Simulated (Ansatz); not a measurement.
## BN: two-dimensional strain map

Method: Ansatz, DFT PBE+D3(BJ), scalar-relativistic, plane waves, PAW. Cutoff 420 eV, Γ-centred 12×12×4 k-points, Gaussian smearing of 0.05 eV. No spin polarisation. Energies are free energies at this smearing, counted from the undisturbed cell; pressure is positive in compression.

The undisturbed cell (relaxed at this level):

```xyz
4
Lattice="2.5064 0.0000 0.0000 -1.2532 2.1706 0.0000 0.0000 0.0000 6.6168" Properties=species:S:1:pos:R:3 pbc="T T T"
B     0.0000    1.4471    1.6542
B     1.2532    0.7235    4.9626
N     0.0000    1.4471    4.9626
N     1.2532    0.7235    1.6542
```

The cell is strained by p along both x and y and by q along z, fractional coordinates fixed. Points are written (p, q).

Energy above the undisturbed cell in meV/atom (a dash: not computed):

```csv
p \ q,-0.080,-0.040,0.000,0.040,0.080
-0.080,493.7,488.5,487.9,489.9,493.4
-0.040,114.9,109.3,108.2,109.8,112.9
0.000,7.3,1.5,0.0,1.1,3.7
0.040,94.5,89.0,87.4,88.3,90.6
0.080,322.2,317.6,316.4,317.4,319.6
```

Pressure in GPa:

| p \ q | -0.080 | -0.040 | 0.000 | 0.040 | 0.080 |
| --- | --- | --- | --- | --- | --- |
| -0.080 | 94.7 | 90.0 | 86.0 | 82.5 | 79.4 |
| -0.040 | 39.9 | 37.4 | 35.4 | 33.7 | 32.4 |
| 0.000 | 1.2 | 0.5 | 0.0 | -0.2 | -0.4 |
| 0.040 | -24.5 | -24.2 | -23.7 | -23.0 | -22.3 |
| 0.080 | -41.4 | -40.4 | -39.2 | -37.9 | -36.6 |

Gap on the k-mesh in eV:

```csv
p \ q,-0.080,-0.040,0.000,0.040,0.080
-0.080,4.48,4.57,4.65,4.73,4.58
-0.040,4.29,4.39,4.47,4.54,4.60
0.000,4.10,4.18,4.27,4.33,4.39
0.040,3.93,3.97,4.04,4.12,4.17
0.080,3.75,3.77,3.81,3.88,3.94
```

Cost: 25 runs of about 1.8 core-minutes in all, on Intel Xeon Processor @ 2.50GHz (Skylake/Cascade Lake) (shared hosts).